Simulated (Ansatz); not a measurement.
**Convergence notes, G0W0 on SiC (wurtzite)**

SiC (wurtzite), relaxed with r2SCAN; one-shot G0W0 in Ansatz without spin-orbit coupling. No spin polarisation and no zero-point or thermal motion.

```cif
data_structure
_symmetry_space_group_name_H-M 'P6_3mc'
_symmetry_Int_Tables_number 186
_cell_length_a 3.0754
_cell_length_b 3.0754
_cell_length_c 5.0481
_cell_angle_alpha 90.000
_cell_angle_beta 90.000
_cell_angle_gamma 120.000
_cell_volume 41.35
loop_
_atom_site_label
_atom_site_type_symbol
_atom_site_symmetry_multiplicity
_atom_site_Wyckoff_symbol
_atom_site_fract_x
_atom_site_fract_y
_atom_site_fract_z
_atom_site_occupancy
Si1 Si 2 b 0.33333 0.66667 0.99959 1
C1 C 2 b 0.33333 0.66667 0.37541 1
```

Gaps are read over the mesh points alone. G0W0 values are finite-basis, finite-mesh values.
```json
{"start": "PBE", "potentials": "PAW", "frequency model": "contour deformation", "mesh": "6×6×4", "empty bands": "67", "screening cutoff (eV)": "80", "Kohn-Sham gap (eV)": "2.27", "G0W0 gap (eV)": "2.82", "rough cost": "19 core-seconds"}
{"start": "PBE", "potentials": "PAW", "frequency model": "contour deformation", "mesh": "6×6×4", "empty bands": "155", "screening cutoff (eV)": "140", "Kohn-Sham gap (eV)": "2.27", "G0W0 gap (eV)": "3.05", "rough cost": "60 core-seconds"}
{"start": "PBE", "potentials": "PAW", "frequency model": "contour deformation", "mesh": "6×6×4", "empty bands": "285", "screening cutoff (eV)": "210", "Kohn-Sham gap (eV)": "2.27", "G0W0 gap (eV)": "3.16", "rough cost": "4 core-minutes"}
{"start": "HSE06", "potentials": "PAW", "frequency model": "contour deformation", "mesh": "6×6×4", "empty bands": "155", "screening cutoff (eV)": "140", "Kohn-Sham gap (eV)": "3.16", "G0W0 gap (eV)": "3.43", "rough cost": "100 core-seconds"}
{"start": "LDA", "potentials": "PAW", "frequency model": "contour deformation", "mesh": "6×6×4", "empty bands": "155", "screening cutoff (eV)": "140", "Kohn-Sham gap (eV)": "2.16", "G0W0 gap (eV)": "3.04", "rough cost": "60 core-seconds"}
{"start": "r2SCAN", "potentials": "PAW", "frequency model": "contour deformation", "mesh": "6×6×4", "empty bands": "155", "screening cutoff (eV)": "140", "Kohn-Sham gap (eV)": "2.65", "G0W0 gap (eV)": "3.22", "rough cost": "70 core-seconds"}
{"start": "PBE", "potentials": "PAW", "frequency model": "Godby-Needs pole", "mesh": "6×6×4", "empty bands": "155", "screening cutoff (eV)": "140", "Kohn-Sham gap (eV)": "2.27", "G0W0 gap (eV)": "2.99", "rough cost": "70 core-seconds"}
{"start": "PBE", "potentials": "PAW", "frequency model": "contour deformation", "mesh": "9×9×4", "empty bands": "67", "screening cutoff (eV)": "80", "Kohn-Sham gap (eV)": "2.28", "G0W0 gap (eV)": "2.83", "rough cost": "80 core-seconds"}
{"start": "PBE", "potentials": "norm-conserving", "frequency model": "contour deformation", "mesh": "6×6×4", "empty bands": "155", "screening cutoff (eV)": "140", "Kohn-Sham gap (eV)": "2.26", "G0W0 gap (eV)": "3.04", "rough cost": "120 core-seconds"}
```

G0W0 moves the gap on the mesh from 2.27 eV (PBE) to 3.16 eV (Γ to K). Renormalisation factors Z lie between 0.76 and 0.82.

Raising bands and cutoff together moves the gap by +0.23 eV (80 to 140 eV), then +0.11 eV (140 to 210 eV); the last step is still large, so the basis limit isn't reached. Starting from HSE06 (3.16 eV against PBE's 2.27 eV) gives 3.43 eV, +0.38 eV from G0W0@PBE at the same screening cutoff. Starting from LDA (2.16 eV against PBE's 2.27 eV) gives 3.04 eV, -0.01 eV from G0W0@PBE at the same screening cutoff. Starting from r2SCAN (2.65 eV against PBE's 2.27 eV) gives 3.22 eV, +0.17 eV from G0W0@PBE at the same screening cutoff. The Godby-Needs plasmon pole differs from contour deformation by -0.06 eV. A 9×9×4 mesh in place of 6×6×4 changes the opening over PBE by 0.00 eV (the gap on the mesh by +0.01 eV). Norm-conserving potentials (wave cutoff 1116 eV against 420 eV) shift the quasiparticle gap by -0.01 eV and the PBE gap by -0.01 eV. r2SCAN runs take a wave cutoff of 500 eV.
